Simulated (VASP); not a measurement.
# C: relaxation of the cell, by functional

C, Fd-3m (no. 227), 2 atoms in the cell.

| Functional | Volume (A^3) | Pressure left (GPa) | Ionic steps | SCF steps in all |
|---|---|---|---|---|
| mPWLYP | 11.629 | -0.05 | 3 | 23 |
| G96LYP | 11.556 | -0.01 | 3 | 27 |
| MN15-L | 11.401 | 0.01 | 3 | 48 |
| tau-HCTH | 11.284 | 0.00 | 3 | 32 |
| Teter | 11.042 | -0.10 | 3 | 23 |
| HTBS | 11.361 | 0.01 | 3 | 24 |
| PBEint | 11.300 | 0.01 | 3 | 22 |
| mTASK | 12.105 | 0.16 | 4 | 61 |

## Input of the first row

INCAR:
```
SYSTEM = C
PREC = Accurate ; ENCUT = 600
EDIFF = 1E-7 ; ISMEAR = 0
SIGMA = 0.02 ; LREAL = .False.
LASPH = .True. ; ALGO = Normal
NELM = 100 ; ISIF = 3
LWAVE = .False. ; LCHARG = .False.
IBRION = 2 ; NSW = 40
EDIFFG = -0.01 ; GGA_COMPAT = .False.
GGA = LIBXC ; LIBXC1 = GGA_X_MPW91
LIBXC2 = GGA_C_LYP
```

KPOINTS:
```
k-points
0
Gamma
  11 11 11
```

POSCAR:
```
C
1.0
    0.0000000000      1.7833700000      1.7833700000
    1.7833700000      0.0000000000      1.7833700000
    1.7833700000      1.7833700000      0.0000000000
C
2
Direct
    0.7500000000      0.7500000000      0.7500000000
    0.5000000000      0.5000000000      0.5000000000
```

Commands:
```
cat potpaw_PBE.64/C/POTCAR > POTCAR
mpirun -np 1 vasp_std > vasp.out
```

Changes of the last row against the first:
```
- GGA = LIBXC
- LIBXC1 = GGA_X_MPW91
- LIBXC2 = GGA_C_LYP
+ METAGGA = LIBXC
+ LMIXTAU = True
+ LIBXC1 = MGGA_X_MTASK
+ LIBXC2 = LDA_C_PW
```

VASP 6.6.1 took 7.6 s on 1 core (Intel Xeon Platinum 8559C (Emerald Rapids)), a shared host.
